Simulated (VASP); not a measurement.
A run of VASP 6.6.1 is set up as follows.

The input POSCAR:

```
Sr
1.0
   -2.4022136893      2.4022136893      2.4022136893
    2.4022136893     -2.4022136893      2.4022136893
    2.4022136893      2.4022136893     -2.4022136893
Sr
1
Direct
    0.0000000000      0.0000000000      0.0000000000
```

File INCAR.step1:

```
  ALGO = Normal
  EDIFF = 1E-4
  ENCUT = 520
  GGA = PE
  ISMEAR = -1
  LASPH = True
  LCHARG = False
  LREAL = False
  LWAVE = True
  NBANDS = 11
  NELM = 100
  PREC = Accurate
  SIGMA = 0.05
```

Contents of INCAR.step2:

```
  ALGO = Normal
  EDIFF = 1E-6
  ENCUT = 520
  ISIF = 2
  ISMEAR = -1
  ISTART = 1
  LASPH = True
  LCHARG = True
  LELF = True
  LMIXTAU = True
  LREAL = False
  LVHAR = True
  LWAVE = False
  METAGGA = R2SCAN
  NBANDS = 11
  NELM = 100
  PREC = Accurate
  SIGMA = 0.05
```

KPOINTS

```
k-points
0
Gamma
  10 10 10
```

Potentials or basis: VASP PAW PBE potentials, release 64 (Sr_sv).

Run with:

```console
$ cat potpaw_PBE.64/Sr_sv/POTCAR > POTCAR
$ cp INCAR.step1 INCAR
$ mpirun -np 1 vasp_std > vasp.out
$ cp INCAR.step2 INCAR
$ mpirun -np 1 vasp_std > vasp.out
```

Q: Estimate the band gap on the k mesh.

A: None (metal or under the smearing width).

Q: Predict the pressure.

A: 0.1 GPa.

Caveat: the PAW data sets were made with another functional, which shifts forces and pressure a little.
